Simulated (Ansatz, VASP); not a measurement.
**One calculation of SnTe, two programs**

Contents of POSCAR:

```
SnTe
1.0
    0.0000000000      3.2212236489      3.1868840042
    3.2212236489      0.0000000000      3.1868840042
    3.2212236489      3.2212236489      0.0000000000
Sn Te
1 1
Direct
    0.0000000000      0.0000000000      0.0000000000
    0.5000000000      0.5000000000      0.5000000000
```

File INCAR.step1:

```
SYSTEM = SnTe
ALGO     = Normal         ! electronic algorithm
EDIFF    = 1E-4           ! SCF threshold, eV
ENCUT    = 520            ! plane-wave cutoff, eV
GGA      = PE             ! functional
ISMEAR   = -1             ! smearing method
LASPH    = .TRUE.         ! aspherical terms in the spheres
LCHARG   = .FALSE.        ! write CHGCAR
LREAL    = .FALSE.        ! projectors in reciprocal space
LWAVE    = .TRUE.         ! write WAVECAR
NBANDS   = 17             ! bands
NELM     = 60             ! most SCF steps
PREC     = Accurate       ! precision mode
SIGMA    = 0.02           ! smearing width, eV
```

INCAR.step2

```
SYSTEM = SnTe
ALGO     = Normal         ! electronic algorithm
EDIFF    = 1E-6           ! SCF threshold, eV
ENCUT    = 520            ! plane-wave cutoff, eV
ISIF     = 2              ! what is computed and relaxed
ISMEAR   = -1             ! smearing method
ISTART   = 1            
LASPH    = .TRUE.         ! aspherical terms in the spheres
LCHARG   = .TRUE.         ! write CHGCAR
LELF     = .TRUE.         ! ELF
LMIXTAU  = .TRUE.       
LREAL    = .FALSE.        ! projectors in reciprocal space
LVHAR    = .TRUE.       
LWAVE    = .FALSE.        ! write WAVECAR
METAGGA  = R2SCAN         ! meta-GGA
NBANDS   = 17             ! bands
NELM     = 60             ! most SCF steps
PREC     = Accurate       ! precision mode
SIGMA    = 0.02           ! smearing width, eV
```

The input KPOINTS:

```
k-points
0
G
  8 8 8
  0 0 0
```

Input for Ansatz:

```yaml
crystal:
  lattice:
    - [0.0, 3.2212236489, 3.1868840042]
    - [3.2212236489, 0.0, 3.1868840042]
    - [3.2212236489, 3.2212236489, 0.0]
  atoms:
    - { symbol: Sn, position: [0.0, 0.0, 0.0] }
    - { symbol: Te, position: [0.5, 0.5, 0.5] }
kpoints:
  mp_grid: { grid: [8, 8, 8] }
  band_path:
    path:
      - [0.0, 0.0, 0.0]
      - [0.5, 0.0, 0.5]
      - [0.625, 0.25, 0.625]
      - [0.375, 0.375, 0.75]
      - [0.5, 0.5, 0.5]
      - [0.5, 0.25, 0.75]
      - [0.0, 0.0, 0.5]
    npoints: 1
hamiltonian:
  xc: r2scan
scf:
  occupations: { method: fermi_dirac, width: 0.02 }
  n_extra_bands: 4
output:
  forces: true
  stress: true
  eigenvalues: true
```

Change from the starting cell: epitaxial_xy strain +1.0%.

Alike in both runs: task single point; functional r2SCAN; k mesh 8 × 8 × 8; occupations fermi-dirac, width 0.02 eV; no spin polarisation.

|  | VASP | Ansatz |
| --- | --- | --- |
| version | VASP 6.6.1 | Ansatz 0.2.0 |
| potentials or method | VASP PAW PBE potentials, release 64 (Sn_d, Te) | plane waves, PAW |
| plane-wave cutoff (eV) | 520 | 500 |
| valence electrons in the cell | 20 | 30 |

```tsv
	VASP	Ansatz	Ansatz less VASP
pressure (GPa)	-0.9	-0.9	0.00
largest component of the traceless stress (GPa)	0.82	0.81	-0.003
```

The two sets of potentials don't hold the same shells in valence.

Caveats: the PAW data sets were made with another functional, which shifts forces and pressure a little (VASP); spin-orbit coupling is left out, which moves the levels of the heavy elements.
